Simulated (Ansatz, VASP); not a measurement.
**One calculation of Hg, two programs**

```
CELL_PARAMETERS angstrom
2.97107 0.00000 0.00000
-1.48553 2.57302 0.00000
0.00000 0.00000 4.91162
ATOMIC_POSITIONS crystal
Hg 0.33333 0.66667 0.25000
Hg 0.66667 0.33333 0.75000
```

Alike in both runs: functional PBE; k mesh 14 × 14 × 8; occupations fermi-dirac, width 0.05 eV; no spin polarisation.

Ansatz relaxed the structure, and its values are those at the end. VASP's run is a single point on that final structure, the one shown.

|  | VASP | Ansatz |
| --- | --- | --- |
| version | VASP 6.6.1 | Ansatz 0.2.0 |
| potentials or method | VASP PAW PBE potentials, release 64 (Hg) | PAW with Ansatz's default frozen-core files, scalar-relativistic |
| plane-wave cutoff (eV) | 520 | 420 |
| valence electrons in the cell | 24 | 40 |

|  | VASP | Ansatz | Ansatz less VASP |
| --- | --- | --- | --- |
| pressure (GPa) | 26.6 | 25.5 | -1.12 |

With one functional, cell and mesh, what is left measures potentials, basis and numerics. The two sets of potentials don't hold the same shells in valence.

Caveats: so large a pressure means that the cell lies far from this level's equilibrium, or that cutoff or potentials fall short (VASP). Spin-orbit coupling is left out, which matters for the levels of Hg.
